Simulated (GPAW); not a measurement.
The system is WC (Qusongite).

```
W C
1.0
     2.90650    0.00000    0.00000
    -1.45325    2.51710    0.00000
     0.00000    0.00000    2.83660
W C
1 1
Direct
  0.00000 0.00000 0.00000
  0.66667 0.33333 0.50000
```

Base run:

| Quantity | Value |
| --- | --- |
| Program | GPAW 26.7.0 |
| Functional | r2SCAN |
| Potentials or basis | GPAW PAW data sets (gpaw-data 1.2.1) |
| Cutoff | 800 eV |
| Basis | pw |
| k mesh | 9 × 9 × 8 |
| Occupations | fermi-dirac, width 0.05 eV |
| Spin | no spin polarisation |
| Hubbard terms | W d U = 1 eV |

Its results: band gap on the k mesh none (metal or under the smearing width); pressure 2.1 GPa.

Question: After a change of settings the same cell gave: band gap on the k mesh none (metal or under the smearing width); pressure 11.2 GPa. Which change was it?
A. hubbard terms from W d U = 1 eV to W d U = 8 eV
B. hubbard terms from W d U = 1 eV to none
C. hubbard terms from W d U = 1 eV to W d U = 5 eV

Answer: A.

Caveats: the PAW data sets were made with another functional, which shifts forces and pressure a little; U without spin polarisation on a metal has little footing; the U is typed as a test and isn't derived for this compound.
